## Choosing a functional for the size and stiffness of tungsten

The rPW86PBE row looks wrong. It describes the same body-centred cubic tungsten as every other row and differs from the PBE row only in the formula for exchange. Yet its atoms settle at 16.72 Å³ each, against 16.17 Å³ with PBE, and its crystal is the softest of the seven. Nothing suggests that the calculation has slipped into another state: neither row has a gap, and spin polarisation, which non-magnetic tungsten does not need, is switched off in both. The row is an extreme case of something that acts throughout the table.

Plane-wave DFT with ABINIT 10.8.3 for body-centred cubic tungsten (given cell 15.85 Å³/atom), without spin polarisation, spin-orbit coupling or dispersion correction. All rows use a 12 × 12 × 12 k-mesh and Fermi-Dirac occupations with a width of 0.05 eV. Equilibrium volume, bulk modulus and its slope come from a fit to the energies at seven volumes.

| functional | potentials | wave cutoff | equilibrium volume (Å³/atom) | equilibrium volume change (% of the given cell) | bulk modulus (GPa) | bulk modulus slope |
| --- | --- | --- | --- | --- | --- | --- |
| LDA | PseudoDojo-NC-SR-LDA-v0.4.1-standard | 952.399 eV | 15.355 | -3.110 | 327.5 | 3.940 |
| PBE | JTH-PAW-PBE-v2.0 | 435.382 eV | 16.172 | 2.050 | 303.9 | 3.670 |
| PBEsol | PseudoDojo-NC-SR-PBEsol-v0.4.1-standard | 1006.82 eV | 15.709 | -0.870 | 316.9 | 3.820 |
| revPBE | JTH-PAW-PBE-v2.0 | 435.382 eV | 16.313 | 2.940 | 299.4 | 3.610 |
| RPBE | JTH-PAW-PBE-v2.0 | 435.382 eV | 16.369 | 3.290 | 297.7 | 3.590 |
| SOGGA | JTH-PAW-PBE-v2.0 | 435.382 eV | 15.658 | -1.190 | 326.8 | 3.710 |
| rPW86PBE | JTH-PAW-PBE-v2.0 | 435.382 eV | 16.720 | 5.510 | 285.8 | 3.810 |

The equilibrium volume is the volume at which the energy is lowest. The bulk modulus measures the resistance to uniform compression there, and the bulk modulus slope tells how fast that resistance grows with pressure. Read in order of volume, the functionals run LDA, SOGGA, PBEsol, PBE, revPBE, RPBE, rPW86PBE. The bulk modulus falls in exactly the same order. Volume and stiffness are therefore not two separate merits of a functional, and one cause should account for both.

### A functional acts like a pressure

Exchange lowers the energy of electrons. The local density approximation, LDA, computes this gain from the density at each point alone. The other six functionals are gradient approximations, which enlarge the gain where the density changes quickly in comparison with its own size. Pulling atoms apart thins the density between them and tends to make it more uneven in this relative sense. A functional that rewards unevenness more strongly therefore rewards expansion.

Seen from the crystal, exchanging one functional for another is like applying an extra pressure from inside. If the new functional favours open structures more than PBE does, the pressure pushes outwards and the crystal grows until its own stiffness stops it. If it favours them less, the crystal is drawn inwards. Tungsten is so stiff that a pressure of about 3 GPa changes its volume by only one per cent. The volume differences in the table look modest, but the pressures behind them are large.

The strength of the reward is described by the enhancement factor $F(s)$, which multiplies the local exchange energy. Here $s$ is the reduced gradient, a pure number that measures how uneven the density is. The standard formulas, with their parameters rounded to two figures, give at $s=1$ a factor of 1.10 for PBEsol, 1.17 for PBE and 1.22 for rPW86PBE. The volumes of all seven rows follow the order of $F$ at this gradient, although SOGGA and PBEsol are practically tied.

This agreement supports the argument but does not prove it, because $s=1$ was chosen and not measured in the crystal. Expansion also responds to how steeply $F$ rises with $s$, for which its height at one point is only a rough guide. At $s=2$ the factor of rPW86PBE has fallen behind those of revPBE and RPBE, and the order no longer matches. The odd row would be explained if the volume of tungsten is decided by moderate gradients, below 1 but not close to zero, where the factor of rPW86PBE is expected to rise more steeply than the others; at very small gradients it is built to rise more slowly than that of PBE. This is plausible but untested here. For a related functional, the enhancement at moderate gradients is a reasonable first guide to whether it will give a larger or smaller cell than PBE. LDA and PBEsol also treat correlation differently from PBE and were run with another kind of potential, so exchange is not the only thing that changes in those two rows. SOGGA as published also weakens the gradient term in correlation, and the data do not say which correlation this row was run with.

### From an energy difference to a volume

The extra pressure can be read from the calculated energies. Let $\Delta E(V)$ be the energy per atom with a given functional less the PBE energy at the same volume $V$. Its absolute size has no meaning for this purpose, but its slope does:

$$\Delta P=-\frac{d\,\Delta E}{dV}.$$

The new equilibrium lies where $\Delta P$ balances the pressure with which the PBE crystal resists being stretched or squeezed. For a small change this gives

$$\frac{\Delta V}{V_0}\approx\frac{\Delta P}{B_0},$$

where $V_0$ and $B_0$ are the equilibrium volume and bulk modulus of PBE.

Take rPW86PBE. The energies were calculated at seven volumes, from 14.897 to 16.798 Å³ per atom. At the smallest, $\Delta E=-1877.574+1878.363=0.789$ eV; at the largest, $\Delta E=-1877.787+1878.450=0.663$ eV. Expansion thus lowers the energy by an additional 0.126 eV compared with PBE, and the mean pressure is

$$\Delta P\approx\frac{0.126\ \text{eV}}{1.90\ \text{Å}^3}\times160.2\ \frac{\text{GPa}}{\text{eV/Å}^3}\approx10.6\ \text{GPa}.$$

Dividing by the PBE bulk modulus of 303.9 GPa gives an expansion of 3.5%. The table gives 3.4%.

The same estimate reproduces the shift from PBE in the other rows to within about 6% of that shift. No constant was adjusted, but the energies used here are also those from which the tabulated volumes were found. The agreement therefore shows that a single pressure is a good summary of how the volume in each row differs from that of PBE; for LDA and PBEsol this includes any effect of their different potentials. It does not show where the pressure comes from; that part rests on the argument about gradients.

### Why the stiffness changes less than the volume suggests

A stretched crystal is softer, so part of the fall in bulk modulus follows from the larger volume alone. If the extra pressure were constant, every functional would merely move tungsten along the PBE curve, with

$$B(V)=B_0\left(\frac{V}{V_0}\right)^{-B'_0},$$

where $B'_0$ is the PBE bulk modulus slope. For rPW86PBE this predicts 269 GPa. The calculation gives 286 GPa, so the odd row is not as soft as its volume would suggest.

The reason is that the extra pressure changes with volume. For rPW86PBE it averages 11.3 GPa over the compressed half of the volumes and 10.0 GPa over the expanded half. An outward push that grows when the crystal is squeezed helps to resist the squeezing, which adds stiffness. For LDA, SOGGA and PBEsol the pressure points inwards, and the same weakening on expansion makes the crystal softer than its small volume alone would imply.

This correction is the term $-V\,d(\Delta P)/dV$, estimated from the difference between the two halves. With it, the bulk moduli of the other functionals come out within 2 GPa of the table, but that of rPW86PBE is 5 GPa too high. The estimate uses the middle of the volume range, whereas the minimum of this row lies near its upper end, with only one calculated volume beyond it. For the same reason its bulk modulus is less secure than the others, and the rise of its bulk modulus slope above that of RPBE is no larger than such a fit can be expected to shift it, so it should not be read as a property of the functional.

### What each choice gets right or wrong

The table contains no measured value. Its column of volume changes refers to the given cell, whose origin is not stated, so a small entry there is not a certificate of accuracy. Rough recalled values for tungsten are a little under 16 Å³ per atom, close to the given cell, and a bulk modulus of about 310 GPa, with some compilations and values corrected to a static lattice several per cent higher. They are good enough to judge the extremes of volume: LDA makes the crystal too small, and rPW86PBE makes it too large and too soft. Whether LDA is also too stiff depends on which measured value is taken.

PBE and PBEsol are the sensible candidates for the size and stiffness of bulk tungsten. Their bulk moduli lie on opposite sides of the rough value, each about 7 GPa or less away, which is too close to rank them by stiffness; a higher reference would favour PBEsol, whose volume also lies nearer the recalled one. SOGGA is stiffer, while revPBE and RPBE are somewhat softer than PBE. A finer ranking would need a precise measurement corrected for temperature and zero-point motion, and calculations with spin-orbit coupling, which these lack.

How much the choice matters depends on the purpose. The cubic edge differs by 2.9% between the smallest and the largest cell, but by only about 1% between PBE and PBEsol. If a density or an edge is needed to a few per cent, either will serve. If the edge is needed to a tenth of a per cent, the choice of functional matters far more than the tolerance allows, and the result must be calibrated against a measurement. For a bulk modulus to about 10%, every row is acceptable by the rough value, although rPW86PBE would fall outside against the higher ones.

The picture of pressure also gives a rule for calculations of strain, surfaces or defects. A cell optimised with one functional should not be used unchanged with another. PBE tungsten held at the PBEsol volume is under a compression of roughly 9 GPa, even though the two edges differ by only 1%. Each functional should start from its own equilibrium cell.

### When the settings matter as much as the functional

The step from revPBE to RPBE is only 0.056 Å³ per atom. An error of the same size arises if the cell is found by a different route. In the five rows with PAW potentials, the pressure reported by the calculation at the energy minimum is about $-1$ GPa instead of zero. A relaxation that follows this pressure would stop at a volume about 0.05 Å³ too small.

This is the familiar Pulay stress of an incomplete plane-wave basis. The reported pressure assumes a fixed set of waves, which describes the electrons less finely as the cell grows. The tabulated volumes come from energies and avoid this particular error. Comparing a revPBE volume found from energies with an RPBE volume found from stresses could hide the difference between the functionals completely. The remedy is to use energies for both, or to raise the cutoff until the two routes agree. The k-mesh and the smearing were not varied either, and in a metal they can be expected to shift bulk moduli and especially their slopes.

The potentials set another limit. LDA and PBEsol use norm-conserving potentials made for each functional, whereas the other rows share PAW data made for PBE, which match the functional only in the PBE row itself. The effect of this mismatch is untested here. SOGGA gives a volume 0.05 Å³ smaller than PBEsol, and a higher bulk modulus, but both steps cross from one kind of potential to the other and cannot be credited to the functional alone; since the two exchange factors are nearly tied, a difference in correlation may also contribute. A PBE calculation with a norm-conserving potential would show how much the potentials contribute.

The cost follows the potential too. For the same cell, the number of plane waves grows as the cutoff energy to the power 3/2. The norm-conserving rows therefore need 3.2 to 3.5 times as many waves as the PAW rows, a measure of basis size and not of running time. With the potential fixed, the gradient functionals cost much the same, so the choice among them can be made on accuracy alone. In the LDA and PBEsol rows, with their own potentials and higher cutoffs, the pressure error is only about 0.1 GPa, and cells relaxed by stress can be trusted much further.
